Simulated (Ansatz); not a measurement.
# Cu2BrCl (R-3m): a soft mode frozen in

Which phase does Cu2BrCl (R-3m) fall into along its unstable mode, and how much energy does it gain?

Method: DFT LDA, scalar-relativistic, plane waves, PAW, in Ansatz 0.2.0.

### 1. The starting structure

It takes space group R-3m (No. 166, trigonal). The conventional cell has a = 3.595 Å, b = 3.595 Å, c = 17.371 Å, α = 90.00°, β = 90.00°, γ = 120.00°. Nearest to Cu lie 3 Cl at 2.48 Å and 3 Br at 2.58 Å. Nearest to Br lie 6 Cu at 2.58 Å. Nearest to Cl lie 6 Cu at 2.48 Å. Farther neighbours and most contacts between anions are not listed.

### 2. Zone-centre response

The cell comes from relaxations at this level that are not shown. The zone centre is the only wavevector solved here; it holds the modes that light can see, as far as symmetry allows. The response to a homogeneous field gives the Born charges and the dielectric tensor.

input.yaml

```yaml
crystal:
  lattice:
    - [1.7976886131, 1.0378960047, 5.7904915408]
    - [-1.7976886131, 1.0378960047, 5.7904915408]
    - [0.0, -2.0757920093, 5.7904915408]
  atoms:
    - { symbol: Cu, position: [0.2449917421, 0.2449917421, 0.2449917421] }
    - { symbol: Cu, position: [0.7550082579, 0.7550082579, 0.7550082579] }
    - { symbol: Br, position: [0.0, 0.0, 0.0] }
    - { symbol: Cl, position: [0.5, 0.5, 0.5] }
kpoints:
  mp_grid: { grid: [9, 9, 9] }
hamiltonian:
  xc: lda
scf:
  occupations: { method: fixed }
output:
  eigenvalues: true
phonons:
  method: dfpt
  dielectric: true
  rigid_motions: translations
```

The run is started by

```bash
$ ansatz run input.yaml --threads 4 --pin off --max-ram 7168MiB --backend cpu --events-out ev --progress --plain --runs-dir out
```

Numbers of over 12 decimals in the logs are rounded to 6 here.

Output:

```text
Engine: ansatz 0.2.0, aarch64-unknown-linux-gnu
Pseudopotentials: kind: paw
Pseudopotential: Cu, paw, valence charge 19, recommended cutoff 420 eV (normal), Cu.paw.azcp
Pseudopotential: Br, paw, valence charge 7, recommended cutoff 420 eV (normal), Br.paw.azcp
Pseudopotential: Cl, paw, valence charge 7, recommended cutoff 420 eV (normal), Cl.paw.azcp
Functional definition: SPW92
  exchange = slater_x
  correlation = pw_c
Crystal: 4 atoms, lattice volume = 64.824 Å³
Basis set: ecut = 420 eV, 1237 PW (Γ), exchange–correlation on 90×90×90 points (8 copies of the dense FFT grid, shifted against one another)
Bands: 32, of which v1, the nominal top of the filled ones, is band 26 counted from 1 (25 counted from 0)
Symmetry: 12 space group operations
k-points: 205 of 729 (irreducible under 2 space group operations, time reversal used)
Non-local potential: Cu, projectors of the file, l = 0: 3, l = 1: 2, l = 2: 3, l = 3: 1
Non-local potential: Br, projectors of the file, l = 0: 2, l = 1: 2, l = 2: 2
Non-local potential: Cl, projectors of the file, l = 0: 2, l = 1: 2, l = 2: 2
PAW form: soft (Blöchl's): semilocal exchange-correlation on the pseudo side does not see the compensation charge
PAW frozen core: Cu, regenerated for the run's functional, and the local potential with it (the file was generated under x = pbe(κ = 0.804, μ = 0.219515), c = pbe(β = 0.066725))
PAW frozen core: Br, regenerated for the run's functional, and the local potential with it (the file was generated under x = pbe(κ = 0.804, μ = 0.219515), c = pbe(β = 0.066725))
PAW frozen core: Cl, regenerated for the run's functional, and the local potential with it (the file was generated under x = pbe(κ = 0.804, μ = 0.219515), c = pbe(β = 0.066725))
PAW one-centre angular grid: Cu, 590 points (default); XC on 64 Gauss nodes
PAW one-centre angular grid: Br, 110 points (default); XC on 64 Gauss nodes
PAW one-centre angular grid: Cl, 110 points (default); XC on 64 Gauss nodes
Initial density: superposition of atomic densities (neutral atoms: chi_scale 0, normalization atom), corrected by the library's trained network
Initial wavefunctions: pseudopotential atomic-orbital guess
Functional: x = slater, c = lda
SCF iter   1: F=—  HF=-16849.930829 eV  |F-HF|=—  |Δ(HF+E_count)|=         —  Δρ=1.65e-2  dr2=8.73e-2  ethr=1.77e-3  ⟨swp⟩=5.5  Hψ=23204  notcnv=0  defer=795
preconditioner: auto → Resta (q_TF=auto, 2.630 Å⁻¹)  ε∞=9.1  [insulator: Δε(μ)=0.201 eV  Ē_g=9.720 eV  n_scr=22 (ndim 8)  ℏωp=27.7 eV  f_vac=0.003  ε∞_Penn≈9.1]
SCF iter   2: F=—  HF=-16849.918956 eV  |F-HF|=—  |Δ(HF+E_count)|=   1.19e-2  Δρ=8.11e-3  dr2=3.43e-2  ethr=1.68e-4  ⟨swp⟩=2.0  Hψ=13528  notcnv=0  defer=820
SCF iter   3: F=—  HF=-16849.907028 eV  |F-HF|=—  |Δ(HF+E_count)|=   1.19e-2  Δρ=4.05e-3  dr2=6.61e-3  ethr=6.60e-5  ⟨swp⟩=2.9  Hψ=11746  notcnv=0  defer=820
SCF iter   4: F=—  HF=-16849.904989 eV  |F-HF|=—  |Δ(HF+E_count)|=   2.04e-3  Δρ=7.22e-4  dr2=2.52e-4  ethr=1.27e-5  ⟨swp⟩=2.0  Hψ=9914  notcnv=0  defer=820
SCF iter   5: F=—  HF=-16849.904926 eV  |F-HF|=—  |Δ(HF+E_count)|=   6.36e-5  Δρ=1.34e-4  dr2=1.36e-5  ethr=4.85e-7  ⟨swp⟩=3.0  Hψ=10071  notcnv=0  defer=585
SCF iter   6: F=—  HF=-16849.904927 eV  |F-HF|=—  |Δ(HF+E_count)|=   8.84e-7  Δρ=1.89e-5  dr2=3.52e-7  ethr=2.61e-8  ⟨swp⟩=2.2  Hψ=9494  notcnv=0  defer=325
SCF iter   7: F=—  HF=-16849.904938 eV  |F-HF|=—  |Δ(HF+E_count)|=   1.16e-5  Δρ=1.95e-5  dr2=2.39e-7  ethr=6.77e-10  ⟨swp⟩=2.3  Hψ=10509  notcnv=0  defer=325
SCF iter   8: F=—  HF=-16849.904938 eV  |F-HF|=—  |Δ(HF+E_count)|=   2.85e-8  Δρ=3.37e-6  dr2=1.05e-8  ethr=4.60e-10  ⟨swp⟩=2.1  Hψ=8158  notcnv=0  defer=325
SCF iter   9: F=—  HF=-16849.904938 eV  |F-HF|=—  |Δ(HF+E_count)|=   2.45e-9  Δρ=1.62e-6  dr2=1.50e-9  ethr=2.01e-11  ⟨swp⟩=2.2  Hψ=9703  notcnv=0  defer=325
SCF iter  10: F=-16849.904938 eV  HF=-16849.904938 eV  |F-HF|=1.09e-11  |Δ(HF+E_count)|=  2.98e-10  Δρ=1.83e-7  dr2=3.86e-11  ethr=1.00e-12  ⟨swp⟩=12.1  Hψ=48456  notcnv=0
SCF 1 converged in 10 iterations: F = -16849.904938 eV  dr2 = 3.86e-11
  greatest PAW one-centre occupation: 1.000 electrons in one spin orbital (limit 2), on the Cu atom at site 1 (counted from 0), in its partial waves of l = 1
NSCF: frozen V_eff on 205 k-points
NSCF: frozen V_eff on 205 k-points
[...]
DFPT response loops at Γ: preconditioner auto → Resta (q_TF=auto, 2.630 Å⁻¹)  ε∞=13.3 (no band partly filled); β = 1.00, the filter's whole step (`scf.mixing.beta` (0.50) is not read by the response loops at its default; to damp them type it under 1.00, their step now; it binds the ground state too); Broyden in place of MSR1
── the response to a field inside a basis, on 18×18×18 k-points: an SCF that follows is theirs, and a resumed run solves both again ──
Bands: 27, of which v1, the nominal top of the filled ones, is band 26 counted from 1 (25 counted from 0)
k-points: 570 of 5832
Initial density: handed on by an earlier stage of this run
Initial wavefunctions: pseudopotential atomic-orbital guess (no wavefunctions were taken with the density)
Eigensolver: Dense (570 Hₖ)
SCF iter   1: F=—  HF=-16849.898111 eV  |F-HF|=—  |Δ(HF+E_count)|=         —  Δρ=2.08e-4  dr2=4.40e-6  ethr=1.00e-1
preconditioner: auto → Resta (q_TF=auto, 2.630 Å⁻¹)  ε∞=17.5  [insulator: Δε(μ)=0.209 eV  Ē_g=6.820 eV  n_scr=22 (ndim 8)  ℏωp=27.7 eV  f_vac=0.000  ε∞_Penn≈17.5]
SCF iter   2: F=—  HF=-16849.898114 eV  |F-HF|=—  |Δ(HF+E_count)|=   2.53e-6  Δρ=2.31e-4  dr2=2.04e-5  ethr=8.45e-9
SCF iter   3: F=—  HF=-16849.898113 eV  |F-HF|=—  |Δ(HF+E_count)|=   5.86e-7  Δρ=9.38e-5  dr2=1.15e-6  ethr=8.45e-9
SCF iter   4: F=—  HF=-16849.898111 eV  |F-HF|=—  |Δ(HF+E_count)|=   1.97e-6  Δρ=1.19e-5  dr2=2.71e-8  ethr=2.22e-9
SCF iter   5: F=-16849.898111 eV  HF=-16849.898111 eV  |F-HF|=8.77e-10  |Δ(HF+E_count)|=   2.06e-7  Δρ=6.54e-6  dr2=6.07e-9  ethr=5.21e-11
SCF 1 converged in 5 iterations: F = -16849.898111 eV  dr2 = 6.07e-9
  greatest PAW one-centre occupation: 1.000 electrons in one spin orbital (limit 2), on the Cu atom at site 0 (counted from 0), in its partial waves of l = 1
DFPT response loops at Γ: preconditioner auto → Resta (q_TF=auto, 2.630 Å⁻¹)  ε∞=16.9 (no band partly filled); β = 1.00, the filter's whole step (`scf.mixing.beta` (0.50) is not read by the response loops at its default; to damp them type it under 1.00, their step now; it binds the ground state too); Broyden in place of MSR1
WARN: field response: inside a basis, on 18×18×18 points, no mesh in reach settles it: take ε∞, Z* and everything formed from them with what they may err, as stated (eps_inf_uncertainty, zstar_uncertainty_e), and compare with field_mesh: kpoints on a denser kpoints.mp_grid
SCF converged after 10 iterations
Free energy (F): -16849.904938 eV
Harris-Foulkes:  -16849.904938 eV  (|F-HF|=1.09e-11)
Internal energy: -16849.904938 eV  (E = F + TS)
E sigma→0 (E₀):  -16849.904938 eV
Fermi energy:    10.818330 eV
--- Per-component energies (eV) ---
  E_band       = -866.570206
  E_kinetic    = 901.427538
  E_local      = -10683.923893  (includes V_loc(G=0)·N_el)
  E_nonlocal   = 927.930702
  E_hartree    = 4707.462471
  E_xc         = -542.007371
  E_vxc        = -453.117622  (∫ρ·V_xc dr)
  E_paw        = -6004.737001  (= ΣΔE_a)
  E_vpaw       = -973.812254  (= ΣTr[D̂ρ^β])
  E_aug_tail   = 0.000493  (compensation charges beyond the density's cutoff)
  E_ewald      = -6157.354200
  E_core_change = 1.296323  (= ΣΔE_core)
  E_smearing   = -0.000000  (= −TS)
  E_closure    = 0.000000  (closes the sum)
  Σ components = -16849.904938   (vs F -16849.904938, Δ=0.00e0)
--- Band table (eV; the first three rows and the last of 205) ---
  k-point 0: bands = [... 22 lower, 9.0916, 9.2360, 10.8183, 10.8183, 11.1558, 13.5547, 16.3484, 16.3484, ... 2 higher]
  k-point 1: bands = [... 22 lower, 9.0994, 9.2367, 10.3087, 10.6778, 11.9413, 14.2479, 15.5951, 16.7452, ... 2 higher]
  k-point 2: bands = [... 22 lower, 9.2632, 9.6113, 9.6598, 10.3758, 13.4144, 14.1591, 16.1672, 17.5810, ... 2 higher]
  k-point 204: bands = [... 22 lower, 9.4532, 9.5081, 9.9890, 10.4192, 13.8321, 14.3270, 16.7566, 17.1350, ... 2 higher]
--- Phonons (Γ-DFPT): 6 representative perturbations + reference, on 205 of 729 k-points (Σ response iterations 22) ---
  k mesh reduced under 2 symmetry operations, with k and −k counted as one. Each operation leaves every solved perturbation unchanged. A smaller set is not considered because the run solves the response to a homogeneous field
  ASR residual: 1.079e-4 → 0.000e0 eV/Å²; symmetrization residual: 4.792e-6 eV/Å²
  ASR residual per site (eV/Å²): 2.48e-5 2.48e-5 1.03e-4 1.08e-4
  Γ frequencies (cm⁻¹): -90.52 -90.52 0.00 0.00 0.00 55.69 62.13 62.13 72.46 72.46 122.24 201.51
  ε∞ (high-frequency dielectric tensor):
        8.940216     0.000000     0.000000
       -0.000000     8.940216    -0.000000
        0.000000    -0.000000     8.216326
  softest optical mode at Γ: -90.52 cm⁻¹; the repairs (sum rule, projections) moved no ω² at Γ by more than (1.13 cm⁻¹)²
  Born effective charges Z* (e; rows j = field, columns β = displacement):
    site 0:
         1.47058    0.00000   -0.00000
         0.00000    1.47058   -0.00000
         0.00000   -0.00000    1.45018
    site 1:
         1.47058    0.00000   -0.00000
         0.00000    1.47058   -0.00000
         0.00000   -0.00000    1.45018
    site 2:
        -1.71001    0.00000   -0.00000
        -0.00000   -1.71001    0.00000
        -0.00000    0.00000   -1.31108
    site 3:
        -1.23115    0.00000    0.00000
        -0.00000   -1.23115   -0.00000
         0.00000   -0.00000   -1.58928
  Z* charge neutrality: 8.699e-4 e pre-enforcement
  solved inside a basis spanned on kpoints, on 18×18×18 k-points, which do not settle them: ε∞ is read to err by 1.4e-1, Z* by 3.9e-2 e (field_mesh: kpoints solves on kpoints); Z* is corrected for what the basis lacks
  optical modes at Γ without the LO–TO term, one row a degenerate level:
      ω (cm⁻¹)  modes    IR ((D/Å)²/amu)
        -90.52      2             0.7765
         55.69      1             3.3722
         62.13      2             6.0256
         72.46      2             0.0000
        122.24      1             0.0000
        201.51      1             0.2949
  optical modes at Γ + LO–TO along q̂ = [1.0000, 0.0000, 0.0000]:
      ω (cm⁻¹)  modes    IR ((D/Å)²/amu)
        -90.52      1             0.3882
        -86.44      1             0.0962
         55.69      1             3.3722
         62.13      1             3.0128
         72.46      2             0.0000
        122.24      1             0.0000
        125.12      1             3.3048
        201.51      1             0.2949
  optical modes at Γ + LO–TO along q̂ = [0.0000, 1.0000, 0.0000]:
      ω (cm⁻¹)  modes    IR ((D/Å)²/amu)
        -90.52      1             0.3882
        -86.44      1             0.0962
         55.69      1             3.3722
         62.13      1             3.0128
         72.46      2             0.0000
        122.24      1             0.0000
        125.12      1             3.3048
        201.51      1             0.2949
  optical modes at Γ + LO–TO along q̂ = [0.0000, 0.0000, 1.0000]:
      ω (cm⁻¹)  modes    IR ((D/Å)²/amu)
        -90.52      2             0.7765
         62.13      2             6.0256
         72.46      2             0.0000
        122.24      1             0.0000
        126.44      1             2.9987
        205.92      1             0.6685
```

It took 12 min on 4 threads of Arm Neoverse N1, shared host; peak memory 3.1 GiB.

This step gave:

- gap on the k-mesh: 0.3375 eV
- volume per atom: 16.21 Å³
- sum-rule residual before enforcement: 1.08e-4 eV/Å²
- miss of the charge sum rule: 8.70e-4 e
- estimated error of the dielectric tensor: 0.1419
- estimated error of the Born charges: 0.03871 e
- point group: -3m
- highest optical mode at the zone centre (no LO-TO term): 201.5 cm⁻¹
- lowest optical zone-centre mode: -90.52 cm⁻¹
- mean high-frequency dielectric constant: 8.699
- largest Born charge (third of the trace): -1.577 e
- top of the zone-centre spectrum with the field: 205.9 cm⁻¹

Without the LO-TO term. Patterns of degenerate modes are one choice out of their space. Modes at Γ, with each element's share of the kinetic energy (negative means imaginary):

| mode | frequency (cm⁻¹) | symmetry | Cu % | Br % | Cl % |
| --- | --- | --- | --- | --- | --- |
| 1 | -90.5 | Eu | 1 | 20 | 79 |
| 2 | -90.5 | Eu | 1 | 20 | 79 |
| 3 | 0.0 | acoustic | 52 | 33 | 15 |
| 4 | 0.0 | acoustic | 52 | 33 | 15 |
| 5 | 0.0 | acoustic | 52 | 33 | 15 |
| 6 | 55.7 | A2u | 47 | 31 | 21 |
| 7 | 62.1 | Eu | 46 | 47 | 6 |
| 8 | 62.1 | Eu | 46 | 47 | 6 |
| 9 | 72.5 | Eg | 100 | 0 | 0 |
| 10 | 72.5 | Eg | 100 | 0 | 0 |
| 11 | 122.2 | A1g | 100 | 0 | 0 |
| 12 | 201.5 | A2u | 0 | 36 | 64 |

Displacements in mode 2 (-90.5 cm⁻¹), the largest set to 1:
```
Cu1  0.00 -0.07  0.00
Cu2  0.00 -0.07  0.00
Br3  0.00 -0.33  0.00
Cl4  0.00  1.00  0.00
```

Displacements in mode 12 (201.5 cm⁻¹), the largest set to 1:
```
Cu1  0.00  0.00  0.03
Cu2  0.00  0.00  0.03
Br3  0.00  0.00 -0.50
Cl4  0.00  0.00  1.00
```

Before it was imposed, the acoustic sum rule was missed by 1.1e-4 eV/Å² and the charge sum rule by 8.7e-4 e. Small misses are needed for a sound result but don't prove that mesh and cutoff are converged. The lowest optical mode is imaginary, 90.5i cm⁻¹, so the energy falls along it.

### 3. The mode frozen in, largest atomic shift 0 Å

The mode followed lies at Γ with frequency 90.5i cm⁻¹ and is 2-fold degenerate, the softest among the wavevectors solved. At small amplitude the distorted cell has space group no. 5 by a symmetry search on the positions. The undistorted cell that holds it gives the zero of energy on the same k mesh.

Edit input.yaml of step 2 so:

```diff
@@ -15,8 +15,6 @@
 scf:
-  occupations: { method: fixed }
+  occupations: { method: gaussian, width: 0.02 }
 output:
+  forces: true
+  stress: true
   eigenvalues: true
-phonons:
-  method: dfpt
-  dielectric: true
-  rigid_motions: translations
```

Output:

```text
[...]
k-point 0: bands = [... 22 lower, 9.0916, 9.2360, 10.8183, 10.8183, 11.1558, 13.5547, 16.3483, 16.3483, ... 1 higher]
  k-point 1: bands = [... 22 lower, 9.0994, 9.2367, 10.3087, 10.6779, 11.9413, 14.2480, 15.5951, 16.7452, ... 1 higher]
  k-point 2: bands = [... 22 lower, 9.2632, 9.6113, 9.6598, 10.3758, 13.4144, 14.1591, 16.1672, 17.5810, ... 1 higher]
  k-point 84: bands = [... 22 lower, 9.4532, 9.5081, 9.9890, 10.4192, 13.8321, 14.3271, 16.7566, 17.1350, ... 1 higher]
[key lines of the parts left out:]
SCF converged after 8 iterations
Free energy (F): -16849.904939 eV
Fermi energy:    10.987283 eV
P = ⅓ Tr σ = -0.0014 GPa (-0.014 kbar)
```

The job ended after 6.2 s (4 threads; peak memory 0.44 GiB).

This step gave:

```
pressure                         : -0.001403 GPa
gap on the k-mesh                : 0.3374 eV
energy from the undistorted cell : 0 meV/atom
```

At this level the gap is 0.34 eV on the k-mesh of the self-consistent run, which can miss the band edges.

### 4. The mode frozen in, largest atomic shift 0.22 Å

The atoms are moved along the unstable eigenvector, the largest shift by 0.22 Å, with the cell fixed.

input.yaml, the sections that differ from step 3:

```yaml
crystal:
  lattice:
    - [1.7976886131, 1.0378960047, 5.7904915408]
    - [-1.7976886131, 1.0378960047, 5.7904915408]
    - [0.0, -2.0757920093, 5.7904915408]
  atoms:
    - { symbol: Cu, position: [0.2492793333, 0.2449917421, 0.2407041509] }
    - { symbol: Cu, position: [0.7592958491, 0.7550082579, 0.7507206667] }
    - { symbol: Br, position: [0.0203275905, 0.0, -0.0203275905] }
    - { symbol: Cl, position: [0.438810315, 0.5, 0.561189685] }
# kpoints, hamiltonian, scf, output: as in step 3
```

Output:

```text
[...]
Crystal: 4 atoms, lattice volume = 64.824 Å³
Basis set: ecut = 420 eV, 1237 PW (Γ), FFT grids on a1−a3, a2−a3, a3
Bands: 32, of which v1, the nominal top of the filled ones, is band 26 counted from 1 (25 counted from 0)
Symmetry: 2 space group operations
[...]
k-points: 205 of 729 (time reversal used)
[...]
k-point 0: bands = [... 22 lower, 9.0476, 9.2114, 10.5698, 10.7950, 11.3727, 13.5997, 16.4440, 16.5408, ... 1 higher]
  k-point 1: bands = [... 22 lower, 9.0697, 9.2421, 10.2143, 10.6444, 12.0454, 14.2686, 15.6916, 16.8558, ... 1 higher]
  k-point 2: bands = [... 22 lower, 9.2535, 9.4833, 9.7258, 10.3726, 13.4428, 14.2042, 16.1575, 17.2871, ... 1 higher]
  k-point 204: bands = [... 22 lower, 9.1909, 9.3653, 10.4688, 10.5659, 11.4318, 13.7705, 16.2274, 16.5743, ... 1 higher]
[key lines of the parts left out:]
SCF converged after 8 iterations
Free energy (F): -16849.922899 eV
Fermi energy:    11.083865 eV
P = ⅓ Tr σ = 0.8409 GPa (8.409 kbar)
```

Run time: 22 s. Hardware: 4 threads; peak memory 0.56 GiB.

This step gave:

- pressure: 0.8409 GPa
- gap on the k-mesh: 0.5777 eV
- energy from the undistorted cell: -4.49 meV/atom

The energy, extrapolated to zero smearing, is -4.49 meV/atom against the undistorted cell.

The run ends at a pressure of 0.84 GPa, with forces up to 0.10 eV/Å.

### 5. Energy along the mode, all amplitudes (two of the runs are shown above)

An imaginary frequency means negative curvature, so the energy should fall and then rise again as anharmonic terms take over.

Numbers from this step:

| Property | Result |
| --- | --- |
| depth at the lowest point sampled | 4.49 meV/atom |
| largest atomic shift at that point | 0.22 Å |

Energy from the parent against largest atomic shift:

| largest atomic shift (Å) | energy from the parent (meV/atom) |
| --- | --- |
| 0.000 | 0 |
| 0.040 | -0.264 |
| 0.080 | -0.987 |
| 0.140 | -2.56 |
| 0.220 | -4.49 |
| 0.320 | -3.96 |
| 0.450 | 7.95 |

Displacement at unit largest shift by atom:

| atom | x (Å) | y (Å) | z (Å) | size |
| --- | --- | --- | --- | --- |
| Cu1 | 0.035 | 0.061 | 0.000 | 0.070 |
| Cu2 | 0.035 | 0.061 | 0.000 | 0.070 |
| Br3 | 0.166 | 0.288 | 0.000 | 0.332 |
| Cl4 | -0.500 | -0.866 | 0.000 | 1.000 |

The lowest of the steps tried is at 0.22 Å, 4.49 meV/atom below the parent; the bottom of the well need not coincide with a step.

(Continued in part 2 of 2.)

[Logs are printed without paths, hosts, clocks, repeated set-up lines and the standing remarks that a program may print on its own settings, such as how far it seeks lower states.]

[Hosts, paths, dates, database ids (printed as entryN), source tags and the programs' standing remarks are cut or masked in the printed files.]
